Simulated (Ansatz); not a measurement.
# SiC: how the settings move a single-point run

Aim: see which settings change the result for SiC, by how much, and at what cost. The cell is built on a prototype (NiAs type) and needn't be the phase found in nature.

Method: reference: DFT, PBE, plane waves, PAW, in Ansatz 0.2.0.

3 further runs of the same task are left out: 3 that didn't finish.

**1. The starting structure**

Symmetry: P6_3/mmc, No. 194, hexagonal system. Conventional cell: a = 2.857 Å, b = 2.857 Å, c = 4.702 Å, α = 90.00°, β = 90.00°, γ = 120.00°. Si (site symmetry -3m) is surrounded by 6 C at 2.03 Å. C (site symmetry -6m2) has 6 Si at 2.03 Å as nearest neighbours.

As a file:

```cif
data_structure
_symmetry_space_group_name_H-M 'P6_3/mmc'
_symmetry_Int_Tables_number 194
_cell_length_a 2.8569
_cell_length_b 2.8569
_cell_length_c 4.7020
_cell_angle_alpha 90.000
_cell_angle_beta 90.000
_cell_angle_gamma 120.000
_cell_volume 33.23
loop_
_atom_site_label
_atom_site_type_symbol
_atom_site_symmetry_multiplicity
_atom_site_Wyckoff_symbol
_atom_site_fract_x
_atom_site_fract_y
_atom_site_fract_z
_atom_site_occupancy
Si1 Si 2 a 0.00000 0.00000 0.00000 1
C1 C 2 c 0.33333 0.66667 0.25000 1
```

**2. Baseline**

Contents of input.yaml:

```yaml
crystal:
  lattice:
    - [2.856852842, 0.0, 0.0]
    - [-1.428426421, 2.474107136, 0.0]
    - [0.0, 0.0, 4.7019938879]
  atoms:
    - { symbol: Si, position: [0.0, 0.0, 0.0] }
    - { symbol: Si, position: [0.0, 0.0, 0.5] }
    - { symbol: C, position: [0.3333333333, 0.6666666667, 0.25] }
    - { symbol: C, position: [0.6666666667, 0.3333333333, 0.75] }
kpoints:
  mp_grid: { grid: [9, 9, 4] }
hamiltonian:
  xc: pbe
scf:
  occupations: { method: fermi_dirac, width: 0.02 }
  n_extra_bands: 5
output:
  forces: true
  stress: true
  eigenvalues: true
```

Run with:

```sh
ansatz run input.yaml --threads 4 --pin off --max-ram 3686MiB --backend cpu --events-out ev --progress --plain --runs-dir out
```

**3. A run with other settings**

Edit input.yaml of step 2 so:

```diff
@@ -17,2 +17,3 @@
   n_extra_bands: 5
+  max_iter: 72
 output:
@@ -21 +22,4 @@
   eigenvalues: true
+magnetization:
+  spin_polarized: true
+  initial_magnetization: 0.5
```

**5. Changing settings: ecutwfc 600**

Edit input.yaml of step 2 so:

```diff
@@ -21 +21,3 @@
   eigenvalues: true
+basis:
+  ecutwfc: 600
```

**6. Changed: dr2_threshold 1.0e-12**

Edit input.yaml of step 2 so:

```diff
@@ -17,2 +17,4 @@
   n_extra_bands: 5
+  convergence: { dr2_threshold: 1.0e-12 }
+  max_iter: 65
 output:
```

**7. Variant: ecutrho_ratio 8**

Edit input.yaml of step 2 so:

```diff
@@ -17,2 +17,3 @@
   n_extra_bands: 5
+  max_iter: 68
 output:
@@ -21 +22,3 @@
   eigenvalues: true
+basis:
+  ecutrho_ratio: 8
```

**8. Changed: ecutwfc 300**

Edit input.yaml of step 2 so:

```diff
@@ -21 +21,3 @@
   eigenvalues: true
+basis:
+  ecutwfc: 300
```

**9. Variant: ecutwfc 200**

Edit input.yaml of step 2 so:

```diff
@@ -21 +21,3 @@
   eigenvalues: true
+basis:
+  ecutwfc: 200
```

(Steps that only read results are left out.)

Before running it: what results should come out? Wanted: for each run, ending; energy change; pressure; gap; force.

The runs gave:

```tsv
run	ending	energy change	pressure (GPa)	gap (eV)	force (eV/Å)	cycles	time
reference	converged	0	6.4	0.00	0.00	6	0.43 s
1: spin_polarized true, initial_magnetization 0.5	converged	0.0 meV/atom	6.4	0.00	0.00	14	1.1 s
2: ecutwfc 600	converged	-1.4 meV/atom	6.4	0.00	0.00	6	0.55 s
3: dr2_threshold 1.0e-12	converged	0.0 meV/atom	6.4	0.00	0.00	8	0.46 s
4: ecutrho_ratio 8	converged	0.0 meV/atom	6.4	0.00	0.00	6	0.47 s
5: ecutwfc 300	converged	+84.2 meV/atom	6.9	0.00	0.00	6	0.35 s
6: ecutwfc 200	converged	+737.1 meV/atom	19.4	0.00	0.00	6	0.29 s
```

Residual by cycle in the longest SCF loop of each run; runs are numbered as in the table. The quantity is the density residual dr2, in eV.

```tsv
cycle	reference	run 1	run 2	run 3	run 4	run 5	run 6
1	0.00458	6.69	0.00457	0.00458	0.00458	0.0115	0.297
2	7.3e-4	1.15	7.3e-4	7.3e-4	7.4e-4	0.00177	0.034
3	1.3e-5	0.198	1.3e-5	1.3e-5	1.3e-5	2.4e-5	7.8e-4
5	3.9e-8	7.5e-4	2.5e-8	3.9e-8	2.9e-8	8.5e-9	7.6e-8
6	1.3e-9	1.5e-4	2.9e-10	1.4e-9	5.3e-10	1.3e-10	2.1e-9
7	-	3.6e-6	-	5.6e-12	-	-	-
8	-	1.2e-6	-	4.1e-14	-	-	-
9	-	5.9e-7	-	-	-	-	-
10	-	1.7e-7	-	-	-	-	-
12	-	9.2e-10	-	-	-	-	-
13	-	3.0e-11	-	-	-	-	-
14	-	4.5e-13	-	-	-	-	-
```

**Reading.** Of the converged runs whose energies compare with the reference's, «ecutwfc 200» moves the energy most (+737.1 meV/atom). Runs 5 and 6 ran under the cutoff that the potentials recommend, as the log warns, so basis error is mixed into their values, and swamps them where the cutoff is far short.
